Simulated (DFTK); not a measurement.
Fe:

```xyz
1
Lattice="-1.4430 1.4430 1.4430 1.4430 -1.4430 1.4430 1.4430 1.4430 -1.4430" Properties=species:S:1:pos:R:3 pbc="T T T"
Fe    0.0000    0.0000    0.0000
```

Base run:

- Program: DFTK 0.8.2
- Functional: PBE
- Potentials or basis: dojo.nc.sr.pbe.v0_4_1.standard.upf (PBE)
- Cutoff: 1225 eV
- k mesh: 13 × 13 × 13
- Occupations: fermi-dirac, width 0.05 eV
- Spin: collinear spin, ferromagnetic start
- Starting moments: [3.0] μB

Its results: band gap on the k mesh none (metal or under the smearing width); pressure -5.0 GPa; net moment 2.46 μB per cell; site moments Fe +2.46 μB.

The run is repeated on the same cell with these changes: functional from PBE to PBEsol; potentials or basis from dojo.nc.sr.pbe.v0_4_1.standard.upf (PBE) to dojo.nc.sr.pbesol.v0_4_1.standard.upf (PBEsol). What comes out?

Band gap on the k mesh none (metal or under the smearing width); pressure -15.6 GPa; net moment 2.38 μB per cell; site moments Fe +2.38 μB.

Caveats: so large a pressure means that the cell lies far from this level's equilibrium, or that cutoff or potentials fall short (some runs).

Not every run made on this cell is shown here.
